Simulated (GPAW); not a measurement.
Runs of GPAW 26.7.0 on MgO. It takes space group Fm-3m (No. 225, cubic). Conventional cell: a = 4.194 Å, b = 4.194 Å, c = 4.194 Å, α = 90.00°, β = 90.00°, γ = 90.00°. Mg (site symmetry m-3m) has 6 O at 2.10 Å as nearest neighbours. O (site symmetry m-3m) has 6 Mg at 2.10 Å as nearest neighbours. The cell is a database's computed one.

```csv
level,potentials or basis,eigensolver,older calculator (legacy_gpaw),gap on the mesh (eV),pressure (GPa)
TPSS,"GPAW PAW data sets (gpaw-data 1.2.1), pw",davidson,-,4.99,5.6
optB88-vdW,"GPAW PAW data sets (gpaw-data 1.2.1), pw",-,yes,(a),-
vdW-DF2,"GPAW PAW data sets (gpaw-data 1.2.1), pw",-,-,5.29,-
AM05,"PAW data sets generated in the run's folder for this functional, pw",-,-,4.86,3.7
RPBE,"the program's PAW data sets (release 1.2.1) made for this functional, pw",-,-,5.00,12.1
r2SCAN,"GPAW PAW data sets (gpaw-data 1.2.1), pw",-,-,5.80,2.0
BLYP,"PAW data sets generated in the run's folder for this functional, pw",davidson,-,5.17,(b)
PBE,"GPAW PAW data sets (gpaw-data 1.2.1), pw",-,-,4.89,7.0
```

Alike in all rows: task single point; no spin polarisation; cell as given; k mesh 11 × 11 × 11; cutoff (eV) 800; smearing fermi-dirac 0.05 eV.

**Question.** Estimate the missing entries.

**Answer.** (a) 5.15; (b) 8.6.

Caveats: the PAW data sets were made with another functional, which shifts forces and pressure a little (some runs); an odd mesh through Γ misses points on the zone boundary, where band edges often lie (some runs).
